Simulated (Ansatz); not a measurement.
N: a sweep of one setting

```
N
1.0
     3.62900    0.00000    0.00000
    -1.81450    3.14281    0.00000
     0.00000    0.00000    5.89000
N
2
Direct
  0.33333 0.66667 0.25000
  0.66667 0.33333 0.75000
```

Atoms are numbered in the order listed.

Conventional cell: a = 3.629 Å, b = 3.629 Å, c = 5.890 Å, α = 90.00°, β = 90.00°, γ = 120.00°. N (atom 1) has 12 N at 3.61 to 3.63 Å as nearest neighbours.

The cell comes from COD entry 1539196, which wasn't checked; take it as a given geometry.

Method: Ansatz 0.2.0, DFT, PBE, all-electron LAPW, scalar-relativistic.

Sampling and basis: a Γ-centred 10×10×5 k mesh, Fermi–Dirac smearing of 0.02 eV, basis error target 0.5 meV/atom, no spin polarisation. One setting is then changed at a time.

```csv
filling,energy at zero smearing less the base's (meV/atom),P (GPa),cutoff chosen (eV)
Fermi–Dirac 0.02 eV (base),0.0,-7.21,117
tetrahedron,-0.7,–,117
cold 0.15 eV,-1.9,-7.20,117
Gaussian 0.05 eV,0.0,-7.21,117
Fermi–Dirac 0.28 eV,-97.8,-4.25,117
Methfessel–Paxton 0.2 eV,0.0,-7.26,117
```
